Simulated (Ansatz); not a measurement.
Input of an Ansatz 0.2.0 run:

The input input.yaml:

```yaml
crystal:
  lattice:
    - [2.193, 1.2661291403, 10.1656666667]
    - [-2.193, 1.2661291403, 10.1656666667]
    - [0.0, -2.5322582807, 10.1656666667]
  atoms:
    - { symbol: Bi, position: [0.6, 0.6, 0.6] }
    - { symbol: Bi, position: [0.4, 0.4, 0.4] }
    - { symbol: Te, position: [0.7905, 0.7905, 0.7905] }
    - { symbol: Te, position: [0.2095, 0.2095, 0.2095] }
    - { symbol: Te, position: [0.0, 0.0, 0.0] }
hamiltonian:
  xc: r2scan
  pseudopotentials: { kind: paw }
kpoints:
  mp_grid: { grid: [7, 7, 7] }
  band_path:
    path:
      - [[0.0, 0.0, 0.0], [0.5, 0.0, 0.0], [0.5, 0.1770083925, -0.1770083925]]
      - [[0.8229916075, 0.5, 0.1770083925], [0.5, 0.5, 0.5], [0.0, 0.0, 0.0], [0.3385041962, 0.0, -0.3385041962]]
      - [[0.6614958038, 0.3385041962, 0.0], [0.5, 0.5, 0.0], [0.6614958038, 0.6614958038, 0.1770083925], [0.5, 0.5, 0.5]]
      - [[0.5, 0.0, 0.0], [0.8229916075, 0.3385041962, 0.3385041962]]
    npoints: 14
scf:
  occupations: { method: fermi_dirac, width: 0.05 }
  n_extra_bands: 12
output:
  forces: true
  stress: true
  eigenvalues: true
  fatbands: false
```

Potentials or basis: Ansatz PAW.

Launch:

```sh
$ ansatz run input.yaml --threads 2 --pin off --max-ram 5632MiB --backend cpu --events-out ev --progress --plain --runs-dir out
```

Problem. Predict the band gap on the k mesh.

Solution. 0.52 eV, direct.

Problem. Estimate the pressure.

Solution. 1.3 GPa.

Problem. Estimate the band gap along the path.

Solution. 0.52 eV, direct.

Problem. Estimate the largest force.

Solution. 0.290 eV/Å.

Forces on the atoms (eV/Å):
```
Bi   0.000  0.000 -0.133
Bi   0.000  0.000  0.133
Te   0.000  0.000 -0.290
Te   0.000  0.000  0.290
Te   0.000  0.000  0.000
```

Caveat: spin-orbit coupling is left out, which as a rule narrows the gap of such compounds by several tenths of an eV; the PAW data sets come from PBE, with cores solved anew for the run's functional, which leaves a small shift of forces and pressure.

**Measured values to compare with.**

From “Vacancy and Antisite-Induced Ferromagnetism in Liquid-Phase Exfoliated Bi2Te3”, 2024, arxiv:2412.10539, for a bulk crystal of Bi2Te3: band gap 0.17 eV.

Against the measured gap of Bi2Te3, 0.17 eV (quoted in “Vacancy and Antisite-Induced Ferromagnetism in Liquid-Phase Exfoliated Bi2Te3”, 2024, arxiv:2412.10539), the calculated 0.52 eV is off by +0.35 eV. Spin-orbit coupling on Bi, Te is left out. The value is that of r2SCAN, without temperature or zero-point motion.
